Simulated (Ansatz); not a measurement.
Input of an Ansatz 0.2.0 run:

Contents of input.yaml:

```yaml
crystal:
  lattice:
    - [1.5054695445, 0.8691832468, 2.4399269062]
    - [-1.5054695445, 0.8691832468, 2.4399269062]
    - [0.0, -1.7383664936, 2.4399269062]
  atoms:
    - { symbol: Co, position: [0.0, 0.0, 0.0], spin: 2.0 }
    - { symbol: O, position: [0.5, 0.5, 0.5] }
kpoints:
  mp_grid: { grid: [11, 11, 11] }
  band_path:
    path:
      - [0.0, 0.0, 0.0]
      - [0.5, 0.0, 0.0]
      - [0.5, 0.2512681158, -0.2512681158]
    npoints: 12
scf:
  occupations: { method: fermi_dirac, width: 0.05 }
hamiltonian:
  xc: lda
  pseudopotentials: { kind: all_electron, lapw: { basis_error: 0.001 } }
magnetization:
  spin_polarized: true
output:
  forces: true
  stress: true
  eigenvalues: true
```

Potentials or basis: all-electron LAPW, scalar-relativistic.

The run is started by

```bash
$ ansatz run input.yaml --threads 2 --pin off --max-ram 6144MiB --backend cpu --events-out ev --progress --plain --runs-dir out
```

(1) What does it give for the net moment?

(2) Predict the absolute moment.

(3) What does it give for the site moments?

Results:

(1) 2.85 μB per cell.

(2) 2.86 μB per cell.

(3) Co +2.49; O +0.33 μB.

Caveat: a cell with one magnetic atom can't hold antiferromagnetic order, which such compounds often take; semilocal functionals often make such compounds metallic where correlation or magnetic order opens a gap, which also shifts bond lengths.
